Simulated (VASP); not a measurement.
Runs of VASP 6.6.1 on InPd. Symmetry: Pm-3m, No. 221, cubic system. The conventional cell has a = 3.272 Å, b = 3.272 Å, c = 3.272 Å, α = 90.00°, β = 90.00°, γ = 90.00°. In (site symmetry m-3m) has 8 Pd at 2.83 Å as nearest neighbours. Pd (site symmetry m-3m) has 8 In at 2.83 Å as nearest neighbours. The cell comes from a database or a generator and needn't be the stable form of this composition.

```csv
level,gap on the mesh (eV),pressure (GPa),relaxed volume (Å³/atom)
vdW-DF-cx,none,0.0,17.25
optB88-vdW,none,0.0,18.00
optPBE-vdW,none,0.0,(a)
vdW-DF2,none,0.1,(b)
rev-vdW-DF2,none,0.0,17.61
vdW-DF,none,0.1,19.16
BEEF-vdW,none,0.0,18.49
optB86b-vdW,none,0.0,17.55
```

Alike in all rows: task relaxation of cell and atoms; potentials or basis VASP PAW PBE potentials, release 64 (In_d, Pd); no spin polarisation; cell relaxed; k mesh 8 × 8 × 8; cutoff (eV) 600; smearing fermi-dirac 0.05 eV.

Q: Fill in the values left out.

A: (a) 18.29; (b) 20.32.

Caveats: the PAW data sets were made with another functional, which shifts forces and pressure a little; the volume moved by over 15 % at a fixed basis, so the end points are rough (some runs).

A k mesh can miss the band edges, and the runs leave out spin-orbit coupling on In, Pd.

A gap of «none» marks a metal or a gap under the smearing width.

Runs at the PBE level aren't shown here.
